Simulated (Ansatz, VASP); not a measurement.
One calculation of GaCo, two programs

```
CELL_PARAMETERS angstrom
2.83659 0.00000 0.00000
0.00000 2.83659 0.00000
0.00000 0.00000 2.97842
ATOMIC_POSITIONS crystal
Ga 0.50000 0.50000 0.50000
Co 0.00000 0.00000 0.00000
```

Alike in both runs: task single point; functional PBEsol; k mesh 18 × 18 × 18; occupations gaussian, width 0.15 eV; no spin polarisation.

|  | VASP | Ansatz |
| --- | --- | --- |
| version | VASP 6.6.1 | Ansatz 0.2.0 |
| potentials or method | VASP PAW PBE potentials, release 64 (Ga_d, Co) | scalar-relativistic, plane waves, PAW |
| plane-wave cutoff (eV) | 520 | 420 |
| valence electrons in the cell | 22 | 30 |

```csv
,VASP,Ansatz,Ansatz less VASP
gap on the k mesh at the Fermi level (eV),none,none,-
pressure (GPa),-7.8,-8.0,-0.25
largest component of the traceless stress (GPa),1.06,1.03,-0.028
```

A gap of «none» marks a metal or a gap that the smearing closes. The two sets of potentials don't hold the same shells in valence.

Caveats: the PAW data sets were made with another functional, which shifts forces and pressure a little (VASP). Spin polarisation is off, so any magnetic state and its effect on volume and gap are missing.
